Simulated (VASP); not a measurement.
Write the native input for VASP 6.6.1 that does the following.

```yaml
Task: single point
Functional: r2SCAN
Potentials_or_basis: VASP PAW PBE potentials, release 64 (Ga_d, P)
Cutoff: 520 eV
k_mesh: 8 × 8 × 8
Occupations: gaussian, width 0.01 eV
Spin: no spin polarisation
Dipole_correction: no
Further_INCAR_settings: ALGO = Normal; EDIFF = 1e-07; NBANDS = 16
```

The system is GaP.

```xyz
2
Lattice="0.0000 2.7254 2.7254 2.7254 0.0000 2.7254 2.7254 2.7254 0.0000" Properties=species:S:1:pos:R:3 pbc="T T T"
Ga    0.0000    0.0000    0.0000
P     1.3627    1.3627    1.3627
```

The cell was built by a generator and needn't be a form met in nature.

The input as run:

POSCAR

```
GaP
1.0
    0.0000000000      2.7253992957      2.7253992957
    2.7253992957      0.0000000000      2.7253992957
    2.7253992957      2.7253992957      0.0000000000
Ga P
1 1
Direct
    0.0000000000      0.0000000000      0.0000000000
    0.2500000000      0.2500000000      0.2500000000
```

INCAR.step1

```
PREC = Accurate
ENCUT = 520
ISMEAR = 0
SIGMA = 0.01
LREAL = False
LASPH = True
NELM = 100
NBANDS = 16
GGA = PE
ALGO = Normal
EDIFF = 1E-4
LWAVE = True
LCHARG = False
```

INCAR.step2

```
PREC = Accurate
ENCUT = 520
EDIFF = 1E-7
ISMEAR = 0
SIGMA = 0.01
LREAL = False
LASPH = True
NELM = 100
ALGO = Normal
ISIF = 2
LWAVE = False
LCHARG = True
METAGGA = R2SCAN
LMIXTAU = True
LELF = True
LVHAR = True
NBANDS = 16
ISTART = 1
```

KPOINTS

```
regular mesh
0
Gamma
  8 8 8
```

Potentials or basis: VASP PAW PBE potentials, release 64 (Ga_d, P).

The run is started by

```bash
$ cat potpaw_PBE.64/Ga_d/POTCAR potpaw_PBE.64/P/POTCAR > POTCAR
$ cp INCAR.step1 INCAR
$ mpirun -np 1 vasp_std > vasp.out
$ cp INCAR.step2 INCAR
$ mpirun -np 1 vasp_std > vasp.out
```

It gave:

```yaml
Pressure: 0.0 GPa
Band_gap_on_the_k_mesh: 1.90 eV, indirect (least direct gap 2.34 eV)
```

Caveat: the PAW data sets were made with another functional, which shifts forces and pressure a little.

It took 51 s on 1 thread of Intel(R) Xeon(R) 6975P-C (Granite Rapids), on a shared host, peak memory 0.18 GiB.
